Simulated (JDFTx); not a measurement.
Ru:

```xyz
2
Lattice="2.7058 0.0000 0.0000 -1.3529 2.3433 0.0000 0.0000 0.0000 4.2819" Properties=species:S:1:pos:R:3 pbc="T T T"
Ru    1.3529    0.7811    3.2114
Ru    0.0000    1.5622    1.0705
```

| Quantity | Value |
| --- | --- |
| Program | JDFTx 1.7.0 (patched build) |
| Task | single point |
| Functional | PBEsol |
| Potentials or basis | PseudoDojo-SR-PBEsol-0.4.1-standard with smoothed tails |
| Cutoff | 1143 eV |
| Density cutoff | 9143 eV |
| k mesh | 11 × 11 × 6 |
| Occupations | fermi-dirac, width 0.05 eV |
| Spin | no spin polarisation |

On this cell: pressure -5.7 GPa; largest force under 0.003 eV/Å; band gap on the k mesh none (metal or under the smearing width).

The same run follows on a disturbed copy (atoms moved at random, drawn with an rms of 0.05 Å):

```
Ru
1.0
     2.70580    0.00000    0.00000
    -1.35290    2.34329    0.00000
     0.00000    0.00000    4.28190
Ru
2
Cartesian
  1.3541 0.8057 3.1908
  -0.0504 1.5944 1.0434
```

Q: What does the disturbed cell give?

A: The energy (extrapolated to zero smearing) moves by +4.7 meV/atom; pressure -5.6 GPa; largest force 0.349 eV/Å; band gap on the k mesh none (metal or under the smearing width).

Forces in eV/Å, atoms in the order of the input:
```
Ru  -0.337  0.050 -0.078
Ru   0.337 -0.050  0.078
```

Stress tensor (GPa, compression positive):
```
-5.73  0.96  0.05
 0.96 -5.37 -0.01
 0.05 -0.01 -5.65
```
